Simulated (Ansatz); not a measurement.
A single-point run of Ansatz (plane waves, PAW) on rutile SiO2, with the lines that name the functional removed. Cell and atoms come from a relaxation with r2SCAN.

```
Si O
1.0
     4.18519    0.00000    0.00000
     0.00000    4.18519    0.00000
     0.00000    0.00000    2.66884
Si O
2 4
Direct
  0.00000 0.00000 0.00000
  0.50000 0.50000 0.50000
  0.30610 0.30610 0.00000
  0.19390 0.80610 0.50000
  0.80610 0.19390 0.50000
  0.69390 0.69390 0.00000
```

```
Pseudopotential: Si, paw, valence charge 4, recommended cutoff 500 eV
Pseudopotential: O, paw, valence charge 6, recommended cutoff 500 eV
Crystal: 6 atoms, lattice volume = 46.747 Å³
Basis set: ecut = 500 eV, 1177 PW (Γ)
Bands: 21, of which v1, the nominal top of the filled ones, is band 16 counted from 1 (15 counted from 0)
Symmetry: 16 space group operations
Space group: P42/mnm (ITA 136)
k-points: 60 of 360
SCF converged after 7 iterations
Free energy (F): -3559.337037 eV
Fermi energy:    10.117299 eV
--- Per-component energies (eV) ---
  E_band       = 42.575906
  E_kinetic    = 820.125627
  E_local      = -1224.615414
  E_nonlocal   = 231.724378
  E_hartree    = 437.784161
  E_xc         = -404.026862
  E_vxc        = -533.686465
  E_paw        = -1683.068648
  E_vpaw       = -158.448415
  E_vtau       = 31.904272
  E_ewald      = -1736.984304
  E_core_change = -0.280630
--- Stress (GPa, compression-positive) ---
        0.001003       0.000000       0.000000
        0.000000       0.001003       0.000000
        0.000000       0.000000      -0.000046
  P = ⅓ Tr σ = 0.0007 GPa (0.007 kbar)
--- Band table (eV; the first three rows and the last of 60) ---
  k-point 0: bands = […, 6.9599, 6.9599, 7.6170, 9.2385, 9.2385, 10.1173, 16.6293, 17.7852, 19.6234, 19.6234, …]
  k-point 1: bands = […, 6.5040, 6.5040, 7.1255, 9.1397, 9.1397, 9.9946, 17.1338, 18.5250, 20.2302, 20.2302, …]
  k-point 2: bands = […, 5.4501, 5.4501, 6.1391, 8.8280, 8.8280, 9.6114, 18.1546, 20.2318, 21.2397, 21.6865, …]
  k-point 59: bands = […, 5.6179, 5.6179, 8.3404, 8.3404, 8.5157, 8.5157, 18.3038, 18.3038, 22.1429, 22.1429, …]
```

bands.tsv, columns around the gap (it counts bands from 0):
```tsv
# k_distance	band_11	band_12	band_13	band_14	band_15	band_16	band_17	band_18	band_19
# fermi_ev = 10.117299
# [0, 0, 0] at k_distance = 0.000000
# [0, 0.5, 0] at k_distance = 0.750645
# [0.5, 0.5, 0] at k_distance = 1.501291
# [0, 0, 0.5] at k_distance = 3.086406
# [0, 0.5, 0.5] at k_distance = 3.837052
# [0.5, 0.5, 0.5] at k_distance = 4.587697
# levels_relative_to = fermi_ev
0.000	-3.157	-2.500	-0.879	-0.879	0.000	6.512	7.668	9.506	9.506
0.751	-3.921	-2.698	-2.698	-1.076	-1.076	8.710	8.710	10.086	10.086
1.501	-3.285	-2.675	-2.675	-2.316	-2.316	8.411	8.411	11.083	11.083
3.086	-4.632	-3.097	-3.097	-2.706	-2.706	10.169	10.169	13.764	13.764
3.837	-3.986	-2.296	-2.296	-1.798	-1.798	9.839	9.839	10.919	10.919
4.588	-4.499	-1.777	-1.777	-1.602	-1.602	8.186	8.186	12.026	12.026
```
In order the rows are Γ, X, M, Z, R, A.

Question: Which functional gave these numbers?
A. r2SCAN
B. r2SCANh
C. PBE
D. LDA

Answer: A. r2SCAN. The term E_vtau belongs to a meta-GGA, which reads the kinetic-energy density. There is no exchange loop, so no exact exchange. The stress vanishes on a cell relaxed with r2SCAN. With r2SCAN the gap is 6.51 eV and direct, at Γ. The log narrows the family; the member has to be judged from the numbers.

Command: `ansatz run input.yaml --threads 4 --pin off --max-ram 7372MiB --backend cpu --events-out ev --progress --plain --runs-dir out`. Wall time 2.9 s on 4 threads of Intel(R) Xeon(R) Platinum 8259CL CPU @ 2.50GHz (Skylake/Cascade Lake), with other jobs on the host; peak host memory 0.51 GiB.

The values are computed, spin-unpolarised, and not measurements.
